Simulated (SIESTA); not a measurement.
Runs of SIESTA 5.4.2 on Au. Symmetry: Fm-3m, No. 225, cubic system. Conventional cell: a = 4.070 Å, b = 4.070 Å, c = 4.070 Å, α = 90.00°, β = 90.00°, γ = 90.00°. Around Au (site symmetry m-3m) lie 12 Au at 2.88 Å. 

```tsv
task	level	potentials or basis	cell	optimiser	force tolerance	gap on the mesh (eV)	pressure (GPa)	V0 of scaled cells (Å³/atom)	B0 (GPa)
band structure	PBE	PseudoDojo 0.5 stringent (PBE files), DZP (energy shift 0.002 Ry)	as given	-	-	none	12.1	-	-
relaxation of cell and atoms	RGE2	PseudoDojo 0.4 standard (PBE files), DZP (energy shift 0.002 Ry)	relaxed	Broyden	0.02 eV/Å	none	0.0	-	-
equation of state	SOGGA	PseudoDojo 0.4 standard (PBEsol files), DZP (energy shift 0.002 Ry)	as given	-	-	-	-	16.89	(a)
equation of state	PBEsol	PseudoDojo 0.4 standard (PBEsol files), DZP (energy shift 0.002 Ry)	as given	-	-	-	-	(b)	174
equation of state	PBE	PseudoDojo 0.4 standard (PBE files), TZ (energy shift 0.002 Ry)	as given	-	-	-	-	17.72	152
```

Alike in all rows: no spin polarisation; k mesh 11 × 11 × 11; smearing fermi-dirac 0.05 eV; grid cutoff 800 Ry; energy shift 0.002 Ry.

Problem. Estimate the missing entries.

Solution. (a) 183; (b) 17.14.

Caveats: semicore shells carry a single zeta, which can move pressures by several GPa and volumes by a few percent; the basis of atomic orbitals isn't converged, which shifts pressures, moduli and gaps; the potentials were made for another functional, which shifts forces and pressure (some runs); spin-orbit coupling is left out, which moves the levels of the heavy elements (some runs); the basis has no polarisation orbitals (some runs).

A k mesh can miss the band edges, and the runs leave out spin-orbit coupling on Au.

A gap of «none» marks a metal or a gap under the smearing width.
